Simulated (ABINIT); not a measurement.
Here is an ABINIT 10.8.3 (patched build) calculation.

File run.abi:

```
# Datasets: ground state, then fixed potential
ndtset 2

# Pseudopotentials
pp_dirpath "./"
pseudos "N.GGA_PBE-JTH.xml, B.GGA_PBE-JTH.xml"

# Structure
acell 3*1.0
rprim
     2.3642775188     1.3650162619     6.3739222586
    -2.3642775188     1.3650162619     6.3739222586
     0.0000000000    -2.7300325238     6.3739222586
ntypat 2
znucl 7 5
natom 2
typat 1 2
xred
     0.6672382000     0.6672382000     0.6672382000
     0.0003288000     0.0003288000     0.0003288000

# Plane-wave basis
ecut 31.0
pawecutdg 53.0
pawovlp 30

# Exchange and correlation
ixc -263267
usekden 1
pawxcdev 0

# Bands and occupations
occopt 3
tsmear 0.00183747

# SCF cycle
nstep 100

# Output
iomode 3
prtwf 0
prteig 0
prtebands 0
enunit 1
prtden1 1
prtkden1 1

# Dataset 1
kptopt1 1
ngkpt1 12 12 12
nshiftk1 1
shiftk1 0.0 0.0 0.0
nband1 8
tolvrs1 1.0e-7

# Dataset 2: bands along G-L-B1
iscf2 -2
getden2 1
getkden2 1
nband2 14
nbdbuf2 4
tolwfr2 1.0e-11
kptopt2 -2
ndivsm2 8
prteig2 1
prtvol2 -3
kptbounds2
     0.0000000000     0.0000000000     0.0000000000
     0.5000000000     0.0000000000     0.0000000000
     0.5000000000     0.1972419765    -0.1972419765
```

Potentials or basis: JTH PAW PBE v2.0.

Launch:

```sh
$ abinit run.abi > log 2>&1
```

Q: Estimate the pressure.

A: 2.0 GPa.

Q: Estimate the band gap on the k mesh.

A: 4.74 eV, indirect (least direct gap 5.28 eV).

Q: Predict the largest force.

A: 0.042 eV/Å.

Stress tensor (GPa, compression positive):
```
0.50 0.00 0.00
0.00 0.50 0.00
0.00 0.00 4.88
```

Caveat: the PAW data sets were made with another functional, which shifts forces and pressure a little; the atomic spheres overlap. SCAN opens gaps a little over a GGA but as a rule still falls short of measured ones.
